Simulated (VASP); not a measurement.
# TiS2 (P-3m1) in VASP: band structure with PBE+D3(BJ)

Aim: the band structure of TiS2 with PBE+D3(BJ).

Program: VASP 6.6.1. These are calculated values, not measurements. Logs are shortened: lines on timing, memory, paths and dates and some standing lists are left out, and cuts for length are marked.

### Step 1. The crystal as given

Symmetry: P-3m1, No. 164, trigonal system. The conventional cell has a = 3.358 Å, b = 3.358 Å, c = 5.523 Å, α = 90.00°, β = 90.00°, γ = 120.00°. Ti (site symmetry -3m) is surrounded by 6 S at 2.41 Å. S (site symmetry 3m) has 3 Ti at 2.41 Å as nearest neighbours.

### Step 2. Band structure, PBE+D3(BJ)

INCAR

```
ALGO = Normal
EDIFF = 1E-7
ENCUT = 520
GGA = PE
ICORELEVEL = 1
ISIF = 2
ISMEAR = 1
IVDW = 12
LASPH = True
LCHARG = False
LMAXMIX = 4
LREAL = False
LWAVE = False
NBANDS = 19
NELM = 80
PREC = Accurate
SIGMA = 0.1
```

KPOINTS

```
k-points
0
Gamma
  12 12 7
```

POSCAR

```
TiS2                                    
1.0
    3.3584552652      0.0000000000      0.0000000000
   -1.6792276326      2.9085075793      0.0000000000
    0.0000000000      0.0000000000      5.5230860859
  Ti              S             
     1     2
Direct
     0.0000000000000000    0.0000000000000000    0.0000000000000000
     0.3333333300000021    0.6666666699999979    0.2587673716267247
     0.6666666699999979    0.3333333300000021    0.7412326283732753
```

KPOINTS_OPT

```
explicit points
186
Reciprocal
 0.0000000000  0.0000000000  0.0000000000 1
 0.0263157895  0.0000000000  0.0000000000 1
 0.0526315789  0.0000000000  0.0000000000 1
 0.0789473684  0.0000000000  0.0000000000 1
 0.1052631579  0.0000000000  0.0000000000 1
 0.1315789474  0.0000000000  0.0000000000 1
[... 178 lines left out ...]
 0.5000000000  0.0000000000  0.5000000000 1
 0.5000000000  0.0000000000  0.0000000000 1
```

Potentials or basis: VASP PAW PBE potentials, release 64 (Ti_sv, S).

Started as:

```
cat potpaw_PBE.64/Ti_sv/POTCAR potpaw_PBE.64/S/POTCAR > POTCAR
mpirun -np 1 vasp_std > vasp.out
```

OUTCAR:

```text
EDIFF = 1E-7
   ENCUT = 520
   GGA = PE
   ISIF = 2
   ISMEAR = 1
   IVDW = 12
   LASPH = True
   LREAL = False
   NELM = 80
   PREC = Accurate
 IVDW          = 12

 ion  position               nearest neighbor table
   1  0.000  0.000  0.000-   2 2.41   3 2.41   3 2.41   2 2.41   3 2.41   2 2.41
   2  0.333  0.667  0.259-   1 2.41   1 2.41   1 2.41
   3  0.667  0.333  0.741-   1 2.41   1 2.41   1 2.41

  LATTYP: Found a hexagonal cell.
 ALAT       =     3.3584552652
 C/A-ratio  =     1.6445316819

  Lattice vectors:

 A1 = (   3.3584552652,   0.0000000000,   0.0000000000)
 A2 = (  -1.6792276326,   2.9085075793,   0.0000000000)
 A3 = (   0.0000000000,   0.0000000000,   5.5230860859)

Analysis of symmetry for initial positions (statically):
=====================================================================
 Subroutine PRICEL returns:
 Original cell was already a primitive cell.

 Routine SETGRP: Setting up the symmetry group for a
 hexagonal supercell.

 Subroutine GETGRP returns: Found 12 space group operations
 (whereof 12 operations were pure point group operations)
 out of a pool of 24 trial point group operations.

The static configuration has the point symmetry D_3d.

Analysis of symmetry for dynamics (positions and initial velocities):
=====================================================================
 Subroutine PRICEL returns:
 Original cell was already a primitive cell.

 Routine SETGRP: Setting up the symmetry group for a
 hexagonal supercell.

 Subroutine GETGRP returns: Found 12 space group operations
 (whereof 12 operations were pure point group operations)
 out of a pool of 24 trial point group operations.

The dynamic configuration has the point symmetry D_3d.

 Subroutine INISYM returns: Found 12 space group operations
 (whereof 12 operations are pure point group operations),
 and found     1 'primitive' translations

----------------------------------------------------------------------------------------

                                     Primitive cell

  volume of cell :      53.9500

  direct lattice vectors                    reciprocal lattice vectors
     3.358455265  0.000000000  0.000000000     0.297755939  0.171909471  0.000000000
    -1.679227633  2.908507579  0.000000000     0.000000000  0.343818942  0.000000000
     0.000000000  0.000000000  5.523086086     0.000000000  0.000000000  0.181058195

  length of vectors
     3.358455265  3.358455267  5.523086086     0.343818943  0.343818942  0.181058195

  position of ions in fractional coordinates (direct lattice)
     0.000000000  0.000000000  0.000000000
     0.333333330  0.666666670  0.258767372
     0.666666670  0.333333330  0.741232628

  ion indices of the primitive-cell ions
   primitive index   ion index
                 1           1
                 2           2
                 3           3

----------------------------------------------------------------------------------------

 KPOINTS: k-points

Automatic generation of k-mesh.
 Grid dimensions read from file:
 generate k-points for:   12   12    7

 Generating k-lattice:

  Cartesian coordinates                     Fractional coordinates (reciprocal lattice)
     0.024812995  0.014325789  0.000000000     0.083333333  0.000000000  0.000000000
     0.000000000  0.028651579  0.000000000     0.000000000  0.083333333  0.000000000
     0.000000000  0.000000000  0.025865456     0.000000000  0.000000000  0.142857143

  Length of vectors
     0.028651579  0.028651579  0.025865456

  Shift w.r.t. Gamma in fractional coordinates (k-lattice)
     0.000000000  0.000000000  0.000000000

 Subroutine IBZKPT returns following result:
 ===========================================

 Found    112 irreducible k-points:

 Following reciprocal coordinates:
            Coordinates               Weight
  0.000000  0.000000  0.000000      1.000000
  0.083333  0.000000  0.000000      6.000000
  0.166667  0.000000  0.000000      6.000000
  0.250000  0.000000  0.000000      6.000000
  0.333333  0.000000  0.000000      6.000000
  0.416667  0.000000  0.000000      6.000000
[... 16 lines left out ...]
  0.166667  0.000000  0.142857      6.000000
  0.000000  0.166667  0.142857      6.000000
 [... further k-points ...]
   k-points           NKPTS =    112   k-points in BZ     NKDIM =    112   number of bands    NBANDS=     19
   number of dos      NEDOS =    301   number of ions     NIONS =      3
   total plane-waves  NPLWV =  32928
   dimension x,y,z NGX =    28 NGY =   28 NGZ =   42
   dimension x,y,z NGXF=    56 NGYF=   56 NGZF=   84
   ions per type =               1   2
   NGX,Y,Z   is equivalent  to a cutoff of  13.86, 13.86, 12.64 a.u.
   NGXF,Y,Z  is equivalent  to a cutoff of  27.72, 27.72, 25.28 a.u.
 SYSTEM =  unknown system
   PREC   = accura    normal or accurate (medium, high low for compatibility)
   ISTART =      0    job   : 0-new  1-cont  2-samecut
   ICHARG =      2    charge: 1-file 2-atom 10-const
   ISPIN  =      1    spin polarized calculation?
   LNONCOLLINEAR =      F non collinear calculations
   LSORBIT =      F    spin-orbit coupling
   LASPH  =      T    aspherical Exc in radial PAW
   ENCUT  =  520.0 eV  38.22 Ry    6.18 a.u.   6.24  6.24 10.27*2*pi/ulx,y,z
   NELM   =     80;   NELMIN=  2; NELMDL= -5     # of ELM steps
   EDIFF  = 0.1E-06   stopping-criterion for ELM
   LREAL  =      F    real-space projection
   EDIFFG = 0.1E-05   stopping-criterion for IOM
   NSW    =      0    number of steps for IOM
   IBRION =     -1    ionic relax: 0-MD 1-quasi-New 2-CG
   NFREE  =      0    steps in history (QN), initial steepest desc. (CG)
   ISIF   =      2    stress and relaxation
   ISYM   =      2    0-nonsym 1-usesym 2-fastsym
   POTIM  = 0.5000    time-step for ionic-motion
   TEBEG  =    0.0;   TEEND  =   0.0 temperature during run
   PSTRESS=    0.0 pullay stress
   NELECT =      24.0000    total number of electrons
   NUPDOWN=      -1.0000    fix difference up-down
   EMIN   =  10.00;   EMAX   =-10.00  energy-range for DOS
   EFERMI =   0.00;   METHOD = LEGACY
   ISMEAR =     1;   SIGMA  =   0.10  broadening in eV -4-tet -1-fermi 0-gaus
   EFERMI_NEDOS =   21; number of points for ismear=-14 and -15
   IALGO  =     38    algorithm
   IMIX   =      4    mixing-type and parameters
     AMIX     =   0.40;   BMIX     =  1.00
     AMIX_MAG =   1.60;   BMIX_MAG =  1.00
  volume/ion in A,a.u.               =      17.98       121.36
  Fermi-wavevector in a.u.,A,eV,Ry     =   1.249726  2.361639 21.249776  1.561814
  Thomas-Fermi vector in A             =   2.383753
   LORBIT       =      0    0 simple, 1 ext, 2 COOP (PROOUT), +10 PAW based schemes
   GGA     = PE    functional components
   LHFCALC =     F    Hartree Fock is set to
   AEXX    =    0.0000 exact exchange contribution
   IVDW    =    12    specifies the selected vdW correction
   LEPSILON=     F    determine dielectric tensor
   LRPA    =     F    only Hartree local field effects (RPA)
 non-spin polarized calculation
 Methfessel and Paxton  Order N= 1 SIGMA  =   0.10
  energy-cutoff  :      520.00
  volume of cell :       53.95
 maximum number of plane-waves:      1472
 NGX is ok and might be reduce to    28
   NGX = 13   NGY = 13   NGZ = 21

 number of electron      23.9999997 magnetization

 Free energy of the ion-electron system (eV)
  ---------------------------------------------------
  ext. energy  EPLUGINS =         0.00000000
  ---------------------------------------------------
  free energy    TOTEN  =       -19.87610935 eV

  energy without entropy =      -19.87643603  energy(sigma->0) =      -19.87621824

 the core state eigenenergies are
   1-  1s  -4857.3896  2s   -526.1389  2p   -433.4171
   2-  1s  -2392.9014  2s   -199.0357  2p   -143.8030
   3-  1s  -2392.9014  2s   -199.0357  2p   -143.8030

 E-fermi :   6.1614     XC(G=0): -10.4419

 val. band max:        6.1593162069   @ k =   0.0000   0.0000   0.2857
 cond. band min:       6.2157517140   @ k =   0.4167   0.0000   0.4286
 fundamental gap:      0.0564355070
 Fermi energy:         6.1614381891

 k-point     1 :       0.0000    0.0000    0.0000
  band No.  band energies     occupation
      1     -51.3899      2.00000
      2     -27.6244      2.00000
      3     -27.5735      2.00000
      4     -27.5735      2.00000
      5      -7.8769      2.00000
      6      -5.9733      2.00000
[... 11 lines left out ...]
     18      12.2343      0.00000
     19      13.4594      0.00000

 k-point     2 :       0.0833    0.0000    0.0000
  band No.  band energies     occupation
      1     -51.3889      2.00000
      2     -27.6224      2.00000
      3     -27.5838      2.00000
      4     -27.5758      2.00000
      5      -7.7894      2.00000
      6      -5.9552      2.00000
[... 11 lines left out ...]
     18      12.7445      0.00000
     19      13.8272      0.00000

 k-point     3 :       0.1667    0.0000    0.0000
  band No.  band energies     occupation
      1     -51.3862      2.00000
      2     -27.6170      2.00000
      3     -27.6117      2.00000
      4     -27.5822      2.00000
      5      -7.5372      2.00000
      6      -5.9068      2.00000
[... 11 lines left out ...]
     18      13.6014      0.00000
     19      14.6062      0.00000

 k-point     4 :       0.2500    0.0000    0.0000
  band No.  band energies     occupation
      1     -51.3825      2.00000
      2     -27.6502      2.00000
      3     -27.6089      2.00000
      4     -27.5908      2.00000
      5      -7.1534      2.00000
      6      -5.8456      2.00000
[... 168 lines left out ...]
 k-point    12 :       0.4167    0.0833    0.0000
  band No.  band energies     occupation
      1     -51.3751      2.00000
      2     -27.7199      2.00000
      3     -27.6140      2.00000
      4     -27.5934      2.00000
      5      -6.0676      2.00000
      6      -5.8559      2.00000
[... 11 lines left out ...]
     18      13.5559      0.00000
     19      13.7543      0.00000

 k-point    13 :       0.1667    0.1667    0.0000
  band No.  band energies     occupation
      1     -51.3807      2.00000
      2     -27.6617      2.00000
      3     -27.6065      2.00000
      4     -27.6012      2.00000
      5      -6.9440      2.00000
      6      -5.8138      2.00000
[... 11 lines left out ...]
     18      14.8103      0.00000
     19      15.1018      0.00000

 k-point    14 :       0.2500    0.1667    0.0000
  band No.  band energies     occupation

------------------------ aborting loop because EDIFF is reached ----------------------------------------

 Edisp (eV)   -1.23035

 E8    (eV) :    -0.4988

  FORCE on cell =-STRESS in cart. coord.  units (eV):
  Direction    XX          YY          ZZ          XY          YZ          ZX
  --------------------------------------------------------------------------------------
  -------------------------------------------------------------------------------------
  Total      -0.01601    -0.01601    -0.00271     0.00000    -0.00000     0.00000
  in kB      -0.47560    -0.47560    -0.08056     0.00000    -0.00000     0.00000
  external pressure =       -0.34 kB  Pullay stress =        0.00 kB

 VOLUME and BASIS-vectors are now :
 -----------------------------------------------------------------------------
  energy-cutoff  :      520.00
  volume of cell :       53.95
      direct lattice vectors                 reciprocal lattice vectors
     3.358455265  0.000000000  0.000000000     0.297755939  0.171909471  0.000000000
    -1.679227633  2.908507579  0.000000000     0.000000000  0.343818942  0.000000000
     0.000000000  0.000000000  5.523086086     0.000000000  0.000000000  0.181058195

 POSITION                                       TOTAL-FORCE (eV/Angst)
 -----------------------------------------------------------------------------------
      0.00000      0.00000      0.00000         0.000000      0.000000      0.000000
     -0.00000      1.93901      1.42919        -0.000000      0.000000      0.004013
      1.67923      0.96950      4.09389         0.000000     -0.000000     -0.004013
 -----------------------------------------------------------------------------------
    total drift:                                0.000000      0.000000      0.000000

  FREE ENERGIE OF THE ION-ELECTRON SYSTEM (eV)
  ---------------------------------------------------
  free  energy   TOTEN  =       -21.1064636948 eV

  energy  without entropy=      -21.1067903720  energy(sigma->0) =      -21.10657259
```

Wall time 2.2 min (1 thread of Intel Xeon Platinum 8488C (Sapphire Rapids), shared host); peak memory 0.3 GiB.

Results:

* Free energy: -21.1065 eV
* Pressure: 0.0 GPa
* Largest force: 0.004 eV/Å
* Band gap along the path: none (metal or under the smearing width)
* Dispersion energy per atom: -0.410 eV

Forces in eV/Å, atoms in the order of the input:
```
Ti   0.000  0.000  0.000
S    0.000  0.000  0.004
S    0.000  0.000 -0.004
```

Levels at the corners of the path, in eV from the Fermi level:
```
point  band 10  band 11  band 12  band 13  band 14  band 15
    Γ     0.15     0.16     0.16     0.54     0.54     0.87
    M    -2.91    -2.64    -1.65     0.18     1.65     2.10
    M    -2.91    -2.64    -1.65     0.18     1.65     2.10
    K    -2.78    -2.78    -2.36     1.28     1.92     1.92
    K    -2.78    -2.78    -2.36     1.28     1.92     1.92
    Γ     0.15     0.16     0.16     0.54     0.54     0.87
    Γ     0.15     0.16     0.16     0.54     0.54     0.87
    A    -2.71    -0.10    -0.10     0.51     0.51     1.58
    A    -2.71    -0.10    -0.10     0.51     0.51     1.58
    L    -2.90    -1.18    -1.16    -0.14     1.65     2.06
    L    -2.90    -1.18    -1.16    -0.14     1.65     2.06
    H    -3.30    -2.25    -2.25     1.30     1.49     1.49
    H    -3.30    -2.25    -2.25     1.30     1.49     1.49
    A    -2.71    -0.10    -0.10     0.51     0.51     1.58
    L    -2.90    -1.18    -1.16    -0.14     1.65     2.06
    M    -2.91    -2.64    -1.65     0.18     1.65     2.10
    K    -2.78    -2.78    -2.36     1.28     1.92     1.92
    H    -3.30    -2.25    -2.25     1.30     1.49     1.49
```

Core levels (eV, on the scale of the bands):
```csv
atom,levels
1 Ti,"1s -4857.4, 2s -526.1, 2p -433.4"
2 S,"1s -2392.9, 2s -199.0, 2p -143.8"
3 S,"1s -2392.9, 2s -199.0, 2p -143.8"
```

Caveat: pairwise dispersion overbinds metals, which lowers pressure and volume.
